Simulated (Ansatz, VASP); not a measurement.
This is a calculation of PbS for VASP 6.6.1.

The input INCAR:

```
SYSTEM = PbS
ALGO = Normal
EDIFF = 1E-6
ENCUT = 520
ISIF = 2
ISMEAR = -1
LASPH = .TRUE.
LCHARG = .FALSE.
LREAL = .FALSE.
LWAVE = .FALSE.
NBANDS = 17
NELM = 100
PREC = Accurate
SIGMA = 0.05
```

The input KPOINTS:

```
k-points
0
G
  8 8 7
  0 0 0
```

Contents of POSCAR:

```
PbS
1.0
    4.0344247261      0.0000000000      0.0000000000
   -2.0172123630      3.4939143025      0.0000000000
    0.0000000000      0.0000000000      3.7369692780
Pb S
1 1
Direct
    0.0000000000      0.0000000000      0.0000000000
    0.6666666667      0.3333333333      0.5000000000
```

Potentials or basis: VASP PAW LDA potentials, release 64 (Pb_d, S).

Command:

```console
$ cat potpaw_LDA.64/Pb_d/POTCAR potpaw_LDA.64/S/POTCAR > POTCAR
$ mpirun -np 1 vasp_std > vasp.out
```

Set up the same calculation for Ansatz 0.2.0. Potentials there: all-electron LAPW, scalar-relativistic.

As run (the cutoff follows the program's own potentials):

input.yaml

```yaml
crystal:
  lattice:
    - [4.0344247261, 0.0, 0.0]
    - [-2.017212363, 3.4939143025, 0.0]
    - [0.0, 0.0, 3.736969278]
  atoms:
    - { symbol: Pb, position: [0.0, 0.0, 0.0] }
    - { symbol: S, position: [0.6666666667, 0.3333333333, 0.5] }
kpoints:
  mp_grid: { grid: [8, 8, 7] }
scf:
  occupations: { method: fermi_dirac, width: 0.05 }
hamiltonian:
  xc: lda
  pseudopotentials: { kind: all_electron, lapw: { basis_error: 0.001 } }
output:
  forces: true
  stress: true
  eigenvalues: true
```

Potentials or basis: all-electron LAPW, scalar-relativistic.

Launch:

```console
$ ansatz run input.yaml --threads 1 --pin off --max-ram 3072MiB --backend cpu --events-out ev --progress --plain --runs-dir out
```

Both were run:

|  | VASP | Ansatz | Ansatz less VASP |
| --- | --- | --- | --- |
| gap on the k mesh at the Fermi level (eV) | none | none | - |
| pressure (GPa) | -2.6 | -2.6 | -0.01 |
| largest component of the traceless stress (GPa) | 0.16 | 0.12 | -0.034 |

A gap of «none» marks a metal or a gap that the smearing closes. Ansatz ran all-electron here, so the differences hold the error of VASP's frozen core and of both bases.

Spin-orbit coupling is left out, which matters for the levels of Pb.
